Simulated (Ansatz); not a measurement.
Below is a relaxed structure of Al. The cell was reached from a generator's guess, though it ends in a space group that the Crystallography Open Database lists for this formula.

All numbers below come from DFT PBE, scalar-relativistic, plane waves, PAW (Ansatz 0.2.0). Cutoff 420 eV, Γ-centred mesh, Gaussian smearing, no spin polarisation.

```cif
data_structure
_symmetry_space_group_name_H-M 'P 1'
_symmetry_Int_Tables_number 1
_cell_length_a 2.8573
_cell_length_b 2.8573
_cell_length_c 2.8573
_cell_angle_alpha 60.000
_cell_angle_beta 60.000
_cell_angle_gamma 60.000
_cell_volume 16.50
loop_
_atom_site_label
_atom_site_type_symbol
_atom_site_fract_x
_atom_site_fract_y
_atom_site_fract_z
_atom_site_occupancy
Al1 Al 0.00000 0.00000 0.00000 1
```

Energies count from the standard state of Al at the same level.

Problem. Find its symmetry and describe it.

Solution. Fm-3m (No. 225), the fcc type. Conventional cell: a = 4.041 Å. Al has 12 Al at 2.86 Å.

Problem. How far does it lie from the standard state of Al?

Solution. 0.00 eV/atom. It is level with the standard state within the noise.

Problem. Is it a metal?

Solution. Yes, bands cross the Fermi level on the 26×26×26 mesh.

The last run used a 26×26×26 mesh for its 1-atom cell and Gaussian smearing of 0.10 eV. For metals, differences of a few meV/atom aren't resolved. This cell was reached by moving the atoms of another relaxed cell at random and relaxing again, last within the group found; it had no such test of its own.
